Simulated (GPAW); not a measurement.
Al2Au:

```xyz
3
Lattice="0.0000 3.0000 3.0000 3.0000 0.0000 3.0000 3.0000 3.0000 0.0000" Properties=species:S:1:pos:R:3 pbc="T T T"
Au    0.0000    0.0000    0.0000
Al    4.5000    4.5000    4.5000
Al    1.5000    1.5000    1.5000
```

Base run:

```yaml
Program: GPAW 26.7.0
Functional: PBEsol
Potentials_or_basis: PAW data sets generated in the run's folder for this functional
Cutoff: 600 eV
Basis: pw
k_mesh: 8 × 8 × 8
Occupations: fermi-dirac, width 0.05 eV
Spin: no spin polarisation
```

Its results: pressure 0.5 GPa.

Task: The run is repeated on the same cell with these changes: functional from PBEsol to BLYP. What comes out?

Result: Pressure 7.3 GPa.

BLYP binds less tightly than PBEsol, so the same cell stands under more pressure.

Caveats: with this Au data set, volumes or pressures lay over 1.5 % or 2 GPa off other programs in two to four cells of ten.
